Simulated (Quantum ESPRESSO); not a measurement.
The system is NiO.

```xyz
2
Lattice="0.0000 2.0859 2.0859 2.0859 0.0000 2.0859 2.0859 2.0859 0.0000" Properties=species:S:1:pos:R:3 pbc="T T T"
Ni    0.0000    0.0000    0.0000
O     2.0859    2.0859    2.0859
```

```yaml
Program: Quantum ESPRESSO 7.5
Task: Hubbard U by linear response
Functional: PBE
Potentials_or_basis: GBRV 1.5 PBE
Cutoff: 612 eV
Density_cutoff: 4898 eV
k_mesh: 6 × 6 × 6
Occupations: fermi-dirac, width 0.05 eV
Spin: collinear spin, ferromagnetic start
Starting_moments: "[1.0, 0.0] μB"
Hubbard_terms: Ni d U = 4.0 eV
Start_of_the_occupations: default
Hubbard_projectors: ortho-atomic
Mixing_beta: 0.3
Most_SCF_iterations: 120
SCF_threshold: 4e-10 Ry
q_mesh: 2 × 2 × 2
```

The first run showed a gap, so the response started from a second, tighter run with fixed occupations.

**Question.** What Hubbard parameters does linear response give?

**Answer.** U = 7.06 eV on Ni 3d. The values belong to these projectors, potentials and this ground state, and don't carry over to other codes.

Hubbard U from linear response:
```csv
site,manifold,U (eV)
1,Ni-3d,7.06
```
On the first site the bare response is -0.095 and the screened one -0.057 eV⁻¹.

Eigenvalues of the final occupation matrices:
| site | spin | trace | eigenvalues |
| --- | --- | --- | --- |
| Ni 1 3d | 1 | 4.97 | 0.99 0.99 0.99 1.00 1.00 |
| Ni 1 3d | 2 | 3.27 | 0.15 0.15 0.99 0.99 0.99 |

Caveat: the k mesh is coarse (spacing up to 0.43 Å⁻¹), so the values aren't converged; a cell with one magnetic atom can't hold antiferromagnetic order, which such compounds often take.
